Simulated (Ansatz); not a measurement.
**In: single point with PBE**

In:

```xyz
1
Lattice="-1.8825 1.8825 1.8825 1.8825 -1.8825 1.8825 1.8825 1.8825 -1.8825" Properties=species:S:1:pos:R:3 pbc="T T T"
In    0.0000    0.0000    0.0000
```

This isn't the form of In at room conditions, which is tetragonal.

```
Program             : Ansatz 0.2.0
Task                : single point
Functional          : PBE
Potentials or basis : Ansatz PAW
Cutoff              : 420 eV (not typed: the program's choice for these potentials)
k mesh              : 10 × 10 × 10
Occupations         : gaussian, width 0.023 eV
Spin                : no spin polarisation
```

```yaml
Pressure: 1.5 GPa
Band_gap_on_the_k_mesh: none (metal or under the smearing width)
```

Levels at points of the mesh, in eV from the Fermi level:
```
              k point  band 4  band 5  band 6  band 7  band 8  band 9
   (0.00, 0.00, 0.00)  -14.36  -14.36   -9.36   10.95   10.95   10.95
  (0.00, 0.00, -0.50)  -14.36  -14.19   -3.88   -3.06    5.88    7.31
(-0.50, -0.50, -0.50)  -14.23  -14.23    0.94    1.31    1.31    1.31
```

Wall time 0.81 s on 2 threads of Arm Neoverse V1, with other jobs on the host, peak memory 0.27 GiB.
